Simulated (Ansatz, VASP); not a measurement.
## One calculation of MnS, two programs

The input INCAR:

```
SYSTEM = MnS
PREC = Accurate
ENCUT = 520
EDIFF = 1E-7
ISMEAR = -1
SIGMA = 0.05
LREAL = .False.
LASPH = .True.
NELM = 100
ALGO = Normal
ISIF = 2
LWAVE = .False.
LCHARG = .False.
ISPIN = 2
MAGMOM = 4 0
LORBIT = 11
LMAXMIX = 4
GGA = PS
NBANDS = 20
```

Contents of KPOINTS:

```
Automatic mesh
0
Gamma
  9 9 9
  0 0 0
```

POSCAR

```
MnS
1.0
    0.0000000000      2.5692997390      2.5692997390
    2.5692997390      0.0000000000      2.5692997390
    2.5692997390      2.5692997390      0.0000000000
Mn S
1 1
Direct
    0.0000000000      0.0000000000      0.0000000000
    0.5000000000      0.5000000000      0.5000000000
```

Contents of input.yaml:

```yaml
crystal:
  lattice:
    - [0.0, 2.569299739, 2.569299739]
    - [2.569299739, 0.0, 2.569299739]
    - [2.569299739, 2.569299739, 0.0]
  atoms:
    - { symbol: Mn, position: [0.0, 0.0, 0.0], spin: 4.0 }
    - { symbol: S, position: [0.5, 0.5, 0.5] }
hamiltonian:
  xc: pbesol
  pseudopotentials: { kind: paw }
magnetization:
  spin_polarized: true
kpoints:
  mp_grid: { grid: [9, 9, 9] }
scf:
  occupations: { method: fermi_dirac, width: 0.05 }
output:
  forces: true
  stress: true
  eigenvalues: true
```

Change from the starting cell: volume scaled by 0.96.

Alike in both runs: task single point; functional PBEsol; k mesh 9 × 9 × 9; occupations fermi-dirac, width 0.05 eV; collinear spin, ferromagnetic start.

|  | VASP | Ansatz |
| --- | --- | --- |
| version | VASP 6.6.1 | Ansatz 0.2.0 |
| potentials or method | VASP PAW PBE potentials, release 64 (Mn_pv, S) | Ansatz PAW |
| plane-wave cutoff (eV) | 520 | 420 |
| valence electrons in the cell | 19 | 21 |

```tsv
	VASP	Ansatz	Ansatz less VASP
gap on the k mesh at the Fermi level (eV)	none	none	-
pressure (GPa)	-5.4	-5.6	-0.14
net moment per atom (μB)	2.29	2.29	-0.001
size of the moment on the site where the two differ most (μB)	4.15	4.08	-0.068
```

Site moments also hang on the region over which each program counts them. A gap of «none» marks a metal or a gap that the smearing closes. The two sets of potentials don't hold the same shells in valence.

Caveats: a cell with one magnetic atom can't hold antiferromagnetic order, which such compounds often take; semilocal functionals often make such compounds metallic where correlation or magnetic order opens a gap, which also shifts bond lengths; the PAW data sets were made with another functional, which shifts forces and pressure a little (VASP); the PAW data sets come from PBE, with cores solved anew for the run's functional, which leaves a small shift of forces and pressure (Ansatz).
